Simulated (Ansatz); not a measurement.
# SnSe: random displacements

Aim: for SnSe, compute energies and forces of randomly disturbed cells.

Computed with Ansatz 0.2.0 (DFT LDA, scalar-relativistic, plane waves, PAW, unless a step's input says otherwise).

## (1) The system as given

It takes space group P4/nmm (No. 129, tetragonal). Conventional cell: a = 4.285 Å, b = 4.285 Å, c = 10.991 Å, α = 90.00°, β = 90.00°, γ = 90.00°. Sn (site symmetry 4mm) is surrounded by 5 Se at 2.68 to 3.03 Å. Se (site symmetry 4mm) has 5 Sn at 2.68 to 3.03 Å as nearest neighbours.

As a file:

```
CELL_PARAMETERS angstrom
4.28533 0.00000 0.00000
0.00000 4.28533 0.00000
0.00000 0.00000 10.99069
ATOMIC_POSITIONS crystal
Sn 0.50000 0.00000 0.37223
Sn 0.00000 0.50000 0.62777
Se 0.50000 0.00000 0.61604
Se 0.00000 0.50000 0.38396
```

It goes back to an entry of the Materials Project, which need not be the stable form.

The cell is taken as given, not relaxed at this level.

## (2) Zero of energy

Reference values: F = -22526.7327 eV; pressure -1.41 GPa; largest force 0.244 eV/Å; gap on the mesh 1.47 eV. It was computed beforehand with the settings of the runs below.

## (3) Next: random displacements

All atoms are moved at random with no net shift, in some cells together with a random strain.

## (4) rms move = 0.393 Å

Contents of input.yaml:

```yaml
crystal:
  lattice:
    - [4.2373666595, -0.047160964, -0.0273948063]
    - [-0.047160964, 4.2744363259, -0.0503369437]
    - [-0.0702601813, -0.1291004857, 11.0583233193]
  atoms:
    - { symbol: Sn, position: [0.4310430908, 0.0470544979, 0.3344836628] }
    - { symbol: Sn, position: [0.0466788495, 0.5403028991, 0.6199543671] }
    - { symbol: Se, position: [0.5259333632, -0.0267912669, 0.6481729396] }
    - { symbol: Se, position: [-0.0036553035, 0.4394338699, 0.3973890304] }
basis:
  ecutwfc: 420
kpoints:
  mp_grid: { grid: [6, 6, 4] }
hamiltonian:
  xc: lda
scf:
  occupations: { method: gaussian, width: 0.05 }
output:
  forces: true
  stress: true
  eigenvalues: true
```

Launch:

```bash
> ansatz run input.yaml --threads 2 --pin off --max-ram 5120MiB --backend cpu --events-out ev --progress --plain --runs-dir out
```

Standard output (excerpt; [...] marks lines left out):

```text
Warning: RAYON_NUM_THREADS=2 ignored (pool sized by the plan → 2); use --threads N
[...]
Pseudopotentials: kind: paw
Pseudopotential: Sn, paw, valence charge 14, recommended cutoff 420 eV (normal), Sn.paw.azcp
Pseudopotential: Se, paw, valence charge 16, recommended cutoff 420 eV (normal), Se.paw.azcp
Functional definition: SPW92
[...]
Crystal: 4 atoms, lattice volume = 200.232 Å³
Basis set: ecut = 420 eV, 3887 PW (Γ)
Bands: 36, of which v1, the nominal top of the filled ones, is band 30 counted from 1 (29 counted from 0)
Symmetry: 1 space group operations
Space group: P1 (ITA 1), of the structure as read, at distance tolerance 5.9e-5 Å
k-points: 76 of 144 (time reversal used)
[...]
SCF iter   1: F=—  HF=-22525.766123 eV  |F-HF|=—  |Δ(HF+E_count)|=         —  Δρ=5.65e-3  dr2=4.18e-1  ethr=1.77e-3  ⟨swp⟩=7.6  Hψ=12165  notcnv=0
[...]
SCF iter   9: F=-22525.703708 eV  HF=-22525.703708 eV  |F-HF|=1.15e-9  |Δ(HF+E_count)|=   6.83e-8  Δρ=2.62e-6  dr2=2.11e-8  ethr=1.67e-10  ⟨swp⟩=10.5  Hψ=11679  notcnv=0
[...]
SCF converged after 9 iterations
Free energy (F): -22525.703708 eV
[...]
E sigma→0 (E₀):  -22525.703060 eV
Entropy (-TS):   -0.001296 eV (-0.324 meV/atom)
Fermi energy:    2.995396 eV
[...]
--- Forces (eV/Å), atoms counted from 1 ---
  atom   1  Sn     0.44879983    -0.32919370     0.88217896
  atom   2  Sn    -0.10263715     0.02300068     1.96667514
  atom   3  Se     0.09700265     0.02747216    -0.95756462
  atom   4  Se    -0.44316609     0.27871578    -1.89136033
[...]
--- Stress (GPa, compression-positive) ---
       -2.057246      -0.020948      -0.222760
       -0.020948      -1.701227       0.309002
       -0.222760       0.309002       1.204675
  P = ⅓ Tr σ = -0.8513 GPa (-8.513 kbar)
--- Band table (eV; the first three rows and the last of 76) ---
[...]
```

Run time: 23 s. Hardware: 2 threads of Oxide Virtual Turin-like (Zen 5), shared host; peak memory 0.7 GiB.

## (5) rms move = 0.099 Å

Contents of input.yaml:

```yaml
crystal:
  lattice:
    - [4.2853274191, 0.0, 0.0]
    - [0.0, 4.2853274191, 0.0]
    - [0.0, 0.0, 10.99069213]
  atoms:
    - { symbol: Sn, position: [0.507591807, 0.0115109638, 0.375412518] }
    - { symbol: Sn, position: [-0.0157278055, 0.4959519069, 0.6202529732] }
    - { symbol: Se, position: [0.4957157772, -0.0005869159, 0.6268086523] }
    - { symbol: Se, position: [0.0124202212, 0.4931240452, 0.3775258566] }
basis:
  ecutwfc: 420
kpoints:
  mp_grid: { grid: [6, 6, 4] }
hamiltonian:
  xc: lda
scf:
  occupations: { method: gaussian, width: 0.05 }
output:
  forces: true
  stress: true
  eigenvalues: true
```

Launch:

```bash
> ansatz run input.yaml --threads 2 --pin off --max-ram 5120MiB --backend cpu --events-out ev --progress --plain --runs-dir out
```

Standard output (excerpt; [...] marks lines left out):

```text
Warning: RAYON_NUM_THREADS=2 ignored (pool sized by the plan → 2); use --threads N
[...]
Pseudopotentials: kind: paw
Pseudopotential: Sn, paw, valence charge 14, recommended cutoff 420 eV (normal), Sn.paw.azcp
Pseudopotential: Se, paw, valence charge 16, recommended cutoff 420 eV (normal), Se.paw.azcp
Functional definition: SPW92
[...]
Crystal: 4 atoms, lattice volume = 201.833 Å³
Basis set: ecut = 420 eV, 3933 PW (Γ)
Bands: 36, of which v1, the nominal top of the filled ones, is band 30 counted from 1 (29 counted from 0)
Symmetry: 1 space group operations
Space group: P1 (ITA 1), of the structure as read, at distance tolerance 5.9e-5 Å
k-points: 76 of 144 (time reversal used)
[...]
SCF iter   1: F=—  HF=-22526.732796 eV  |F-HF|=—  |Δ(HF+E_count)|=         —  Δρ=4.00e-3  dr2=4.29e-2  ethr=1.77e-3  ⟨swp⟩=7.5  Hψ=11646  notcnv=0  defer=1
[...]
SCF iter   8: F=-22526.716557 eV  HF=-22526.716557 eV  |F-HF|=2.66e-9  |Δ(HF+E_count)|=   2.61e-8  Δρ=2.46e-6  dr2=1.16e-8  ethr=1.67e-10  ⟨swp⟩=9.4  Hψ=12329  notcnv=0
[...]
SCF converged after 8 iterations
Free energy (F): -22526.716557 eV
[...]
E sigma→0 (E₀):  -22526.716557 eV
Fermi energy:    2.932181 eV
[...]
--- Forces (eV/Å), atoms counted from 1 ---
  atom   1  Sn    -0.04105713    -0.00651150     0.53567072
  atom   2  Sn     0.01091317     0.02957555     0.02865807
  atom   3  Se     0.09233787    -0.03884202    -0.54189003
  atom   4  Se    -0.06219626     0.01578102    -0.02233381
[...]
--- Stress (GPa, compression-positive) ---
       -1.791240      -0.006774       0.224704
       -0.006774      -1.769551      -0.021753
        0.224704      -0.021753      -1.130764
  P = ⅓ Tr σ = -1.5639 GPa (-15.639 kbar)
--- Band table (eV; the first three rows and the last of 76) ---
[...]
```

Run time: 22 s. Hardware: 2 threads of Oxide Virtual Turin-like (Zen 5), shared host; peak memory 0.69 GiB.

## (6) Point rms move = 0.222 Å

Contents of input.yaml:

```yaml
crystal:
  lattice:
    - [4.1561912382, 0.2082960436, -0.1754160882]
    - [0.2082960436, 4.3008628619, 0.0399705411]
    - [-0.4498942627, 0.1025134998, 10.4416941576]
  atoms:
    - { symbol: Sn, position: [0.494905683, 0.0167661403, 0.3828211325] }
    - { symbol: Sn, position: [0.0041899095, 0.5094138289, 0.64640642] }
    - { symbol: Se, position: [0.5083454011, 0.0229805435, 0.6119496208] }
    - { symbol: Se, position: [-0.0074409936, 0.4508394874, 0.3588228268] }
basis:
  ecutwfc: 420
kpoints:
  mp_grid: { grid: [6, 6, 4] }
hamiltonian:
  xc: lda
scf:
  occupations: { method: gaussian, width: 0.05 }
output:
  forces: true
  stress: true
  eigenvalues: true
```

Launch:

```bash
> ansatz run input.yaml --threads 2 --pin off --max-ram 5120MiB --backend cpu --events-out ev --progress --plain --runs-dir out
```

Standard output (excerpt; [...] marks lines left out):

```text
[...]
SCF converged after 8 iterations
Free energy (F): -22525.889509 eV
[...]
E sigma→0 (E₀):  -22525.889377 eV
Entropy (-TS):   -0.000264 eV (-0.066 meV/atom)
Fermi energy:    3.731949 eV
[...]
--- Forces (eV/Å), atoms counted from 1 ---
  atom   1  Sn     0.36118780    -0.33932021    -2.99714366
  atom   2  Sn    -0.10335716     0.06285514    -0.98512297
  atom   3  Se     0.30029046    -0.34480798     2.99475655
  atom   4  Se    -0.55812276     0.62128569     0.98746792
[...]
--- Stress (GPa, compression-positive) ---
        0.295385      -3.149996       0.444252
       -3.149996      -0.323848      -0.563833
        0.444253      -0.563833       3.559292
  P = ⅓ Tr σ = 1.1769 GPa (11.769 kbar)
--- Band table (eV; the first three rows and the last of 76) ---
[...]
```

Wall time 26 s (2 threads of Oxide Virtual Turin-like (Zen 5), shared host); peak memory 0.66 GiB.

## (7) Point rms move = 0.451 Å

Contents of input.yaml:

```yaml
crystal:
  lattice:
    - [4.2440731243, 0.0178226336, 0.0139478404]
    - [0.0178226336, 4.2682782055, -0.0335728888]
    - [0.0357723937, -0.0861052724, 10.9970432011]
  atoms:
    - { symbol: Sn, position: [0.5285480309, 0.0532290435, 0.3927407687] }
    - { symbol: Sn, position: [0.0768824868, 0.3970954979, 0.6024776495] }
    - { symbol: Se, position: [0.454543025, 0.0411043964, 0.6454231859] }
    - { symbol: Se, position: [-0.0599735426, 0.5085710622, 0.3593583958] }
basis:
  ecutwfc: 420
kpoints:
  mp_grid: { grid: [6, 6, 4] }
hamiltonian:
  xc: lda
scf:
  occupations: { method: gaussian, width: 0.05 }
output:
  forces: true
  stress: true
  eigenvalues: true
```

Launch:

```bash
> ansatz run input.yaml --threads 2 --pin off --max-ram 5120MiB --backend cpu --events-out ev --progress --plain --runs-dir out
```

Standard output (excerpt; [...] marks lines left out):

```text
[...]
SCF converged after 8 iterations
Free energy (F): -22525.354368 eV
[...]
E sigma→0 (E₀):  -22525.354368 eV
Fermi energy:    3.098756 eV
[...]
--- Forces (eV/Å), atoms counted from 1 ---
  atom   1  Sn    -0.23049762    -0.61688964    -0.46296900
  atom   2  Sn    -3.83274732     3.97678378     0.00191898
  atom   3  Se     3.59236297    -3.51335287     0.29416827
  atom   4  Se     0.47087093     0.15346546     0.16694943
[...]
--- Stress (GPa, compression-positive) ---
        4.880924      -3.891549       0.826516
       -3.891549       3.768010      -0.562866
        0.826516      -0.562867       0.615773
  P = ⅓ Tr σ = 3.0882 GPa (30.882 kbar)
--- Band table (eV; the first three rows and the last of 76) ---
[...]
```

It took 26 s on 2 threads of Oxide Virtual Turin-like (Zen 5), shared host; peak memory 0.69 GiB.

## (8) rms move = 0.212 Å

Contents of input.yaml:

```yaml
crystal:
  lattice:
    - [4.3332341301, 0.0221538381, 0.0509841643]
    - [0.0221538381, 4.2562094084, -0.0182466371]
    - [0.1307604295, -0.0467976308, 11.0862985219]
  atoms:
    - { symbol: Sn, position: [0.4231584926, -0.011998812, 0.371957533] }
    - { symbol: Sn, position: [0.021267858, 0.4739557326, 0.629535476] }
    - { symbol: Se, position: [0.5316859739, 0.0131542104, 0.6113803303] }
    - { symbol: Se, position: [0.0238876755, 0.524888869, 0.3871266607] }
basis:
  ecutwfc: 420
kpoints:
  mp_grid: { grid: [6, 6, 4] }
hamiltonian:
  xc: lda
scf:
  occupations: { method: gaussian, width: 0.05 }
output:
  forces: true
  stress: true
  eigenvalues: true
```

Launch:

```bash
> ansatz run input.yaml --threads 2 --pin off --max-ram 5120MiB --backend cpu --events-out ev --progress --plain --runs-dir out
```

Standard output (excerpt; [...] marks lines left out):

```text
Warning: RAYON_NUM_THREADS=2 ignored (pool sized by the plan → 2); use --threads N
[...]
Pseudopotentials: kind: paw
Pseudopotential: Sn, paw, valence charge 14, recommended cutoff 420 eV (normal), Sn.paw.azcp
Pseudopotential: Se, paw, valence charge 16, recommended cutoff 420 eV (normal), Se.paw.azcp
Functional definition: SPW92
[...]
Crystal: 4 atoms, lattice volume = 204.429 Å³
Basis set: ecut = 420 eV, 3977 PW (Γ)
Bands: 36, of which v1, the nominal top of the filled ones, is band 30 counted from 1 (29 counted from 0)
Symmetry: 1 space group operations
Space group: P1 (ITA 1), of the structure as read, at distance tolerance 5.9e-5 Å
k-points: 76 of 144 (time reversal used)
[...]
SCF iter   1: F=—  HF=-22526.635913 eV  |F-HF|=—  |Δ(HF+E_count)|=         —  Δρ=3.98e-3  dr2=2.65e-2  ethr=1.77e-3  ⟨swp⟩=7.6  Hψ=11857  notcnv=0
[...]
SCF iter   8: F=-22526.624048 eV  HF=-22526.624048 eV  |F-HF|=3.85e-9  |Δ(HF+E_count)|=   1.59e-8  Δρ=2.24e-6  dr2=9.68e-9  ethr=1.67e-10  ⟨swp⟩=8.2  Hψ=11432  notcnv=0
[...]
SCF converged after 8 iterations
Free energy (F): -22526.624048 eV
[...]
E sigma→0 (E₀):  -22526.624048 eV
Fermi energy:    2.717753 eV
[...]
--- Forces (eV/Å), atoms counted from 1 ---
  atom   1  Sn     0.73233581     0.31012401     0.04333540
  atom   2  Sn    -0.15911887    -0.03893728    -0.25357629
  atom   3  Se    -0.06414870     0.10217484     0.04114175
  atom   4  Se    -0.50906681    -0.37336300     0.16905253
[...]
--- Stress (GPa, compression-positive) ---
       -0.902485       0.367224      -0.568653
        0.367224      -0.671503       0.083427
       -0.568653       0.083427      -0.468873
  P = ⅓ Tr σ = -0.6810 GPa (-6.810 kbar)
--- Band table (eV; the first three rows and the last of 76) ---
[...]
```

Run time: 23 s. Hardware: 2 threads of Oxide Virtual Turin-like (Zen 5), shared host; peak memory 0.68 GiB.

## (9) The scan collected

All points in order; energies are free energies above the reference cell:

```tsv
rms move (Å)	ΔE (meV/atom)	largest force (eV/Å)	shortest distance (Å)	pressure (GPa)	gap on the mesh (eV)
0.000	0.0	0.24	2.68	-1.4	1.47
0.099	4.0	0.55	2.67	-1.6	1.30
0.212	27.2	0.80	2.64	-0.7	1.30
0.222	210.8	3.04	2.39	1.2	0.15
0.393	257.2	1.97	2.50	-0.9	0.00
0.451	344.6	5.52	2.26	3.1	0.70
```

Where the gap reads zero, the mesh chosen for the insulator is on the coarse side.

## (10) Results

```
      quantity                                     value
costliest cell  344.6 meV/atom at an rms move of 0.451 Å
```

**Reading.** The cost runs from 4.0 to 344.6 meV/atom. Energy over the square of the rms move lies between 0.4 and 4.3 eV/Å² per atom; a harmonic solid under isotropic random moves would keep it roughly constant, while strain and close contacts change it. The gap on the mesh, 1.47 eV at the start, reads zero at rms move = 0.393. The cell holds empty space of several Å, a single layer or slab in vacuum, so volume, pressure and the long edge depend on that space.

Spin-orbit coupling is left out, though the cell holds Sn; it can move the gap.
